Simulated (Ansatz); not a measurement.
Crystal: MnS.

```
Mn S
1.0
     0.00000    2.47346    2.47346
     2.47346    0.00000    2.47346
     2.47346    2.47346    0.00000
Mn S
1 1
Direct
  0.00000 0.00000 0.00000
  0.75000 0.75000 0.75000
```

The cell is a database's computed one.

- Program: Ansatz 0.2.0
- Task: relaxation of cell and atoms
- Functional: PBEsol
- Potentials or basis: Ansatz PAW
- Cutoff: 420 eV (not typed: the program's choice for these potentials)
- k mesh: 9 × 9 × 9
- Occupations: fermi-dirac, width 0.05 eV
- Spin: collinear spin, ferromagnetic start
- Starting moments: [4.0, 0.0] μB

At the start: volume 15.13 Å³/atom.

Task: Where does the relaxation end?

Result: It ends after 4 steps and the volume is 14.82 Å³/atom (-2.1 %); space group F-43m (No. 216, to 0.05 Å); moment 0.21 μB per cell.

Step by step:
```
step  energy change (eV)  largest force (eV/Å)  volume (Å³)
   1              0.0000                0.0000        30.27
   2             -0.0053                0.0000        29.86
   3             -0.0061                0.0000        29.63
   4             -0.0060                0.0000        29.63
```

Final structure:
```cif
data_structure
_symmetry_space_group_name_H-M 'P 1'
_symmetry_Int_Tables_number 1
_cell_length_a 3.4734
_cell_length_b 3.4734
_cell_length_c 3.4734
_cell_angle_alpha 60.000
_cell_angle_beta 60.000
_cell_angle_gamma 60.000
_cell_volume 29.63
loop_
_atom_site_label
_atom_site_type_symbol
_atom_site_fract_x
_atom_site_fract_y
_atom_site_fract_z
_atom_site_occupancy
Mn1 Mn 0.00000 0.00000 0.00000 1
S1 S 0.75000 0.75000 0.75000 1
```

Caveat: the plane-wave basis is chosen anew once the cell has moved, so the energies of steps on either side of that aren't comparable; the moment fell far below its start of 4 μB, so a state of higher moment may lie lower in energy; the PAW data sets come from PBE, with cores solved anew for the run's functional, which leaves a small shift of forces and pressure; the starting moments weren't kept.
